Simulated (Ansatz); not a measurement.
# Ionic part of the dielectric constant of ZnS at 6 GPa, mode by mode

The calculation used DFT PBE, scalar-relativistic, plane waves, PAW (Ansatz). Cutoff 420 eV, 10×10×10 k-points (Γ-centred), fixed occupations. No spin polarisation. Phonons by linear response, acoustic sum rule imposed.

Symmetry: F-43m, No. 216, cubic system. The conventional cell has a = 5.312 Å, b = 5.312 Å, c = 5.312 Å, α = 90.00°, β = 90.00°, γ = 90.00°. Zn (site symmetry -43m) is surrounded by 4 S at 2.30 Å. S (site symmetry -43m) has 4 Zn at 2.30 Å as nearest neighbours.

The primitive cell has V = 37.48 Å³ and ε∞,yy = 5.920. Each polar mode adds Δε = (4.92064×10⁷/V)·S/ν² along y, with S its oscillator strength in e²/amu, ν in cm⁻¹ and V in Å³.

**Question.** From these modes, find each Δε and ε0,yy.
```csv
ν (cm⁻¹),S_yy (e²/amu)
295.4,0.1721
```

**Answer.**
```csv
ν (cm⁻¹),Δε
295.4,2.59
```

The sum is 2.589, so ε0,yy = 8.51; the run's tensor has 8.51.

**Question.** Where do the longitudinal modes lie for a wave vector along y?

**Answer.** At 354 cm⁻¹. The Lyddane–Sachs–Teller product Π(ν_LO/ν_TO)² = 1.44 matches ε0/ε∞ = 1.44.

Cost: 1 run of about 1.3 core-minutes, on Intel Xeon Platinum 8259CL (Skylake/Cascade Lake) (shared hosts).

The electrons provide most of the static screening in compressed ZnS: the lattice adds 2.59 to an electronic part of 5.920. All of the ionic response comes from the zinc-blende structure's single, triply degenerate polar mode, in which the Zn and S sublattices move against each other. Its oscillator strength, combined with the reduced mass of the pair, implies a Born effective charge close to the formal ionic value. The modest lattice term therefore doesn't mean that the dynamical charge is small; it reflects the stiffness of the partly covalent tetrahedral bonds, which limits the displacement in a field.

The electronic constant is higher than experiment would suggest for ZnS, probably because the semilocal functional makes the gap too small and the electrons too polarisable. Such overscreening also weakens the long-range field that raises the longitudinal mode to 354 cm⁻¹. The Lyddane–Sachs–Teller agreement doesn't rule this out, since it tests internal consistency rather than accuracy. A single pressure doesn't show how compression shifts the balance between bond stiffening and changes in effective charge.
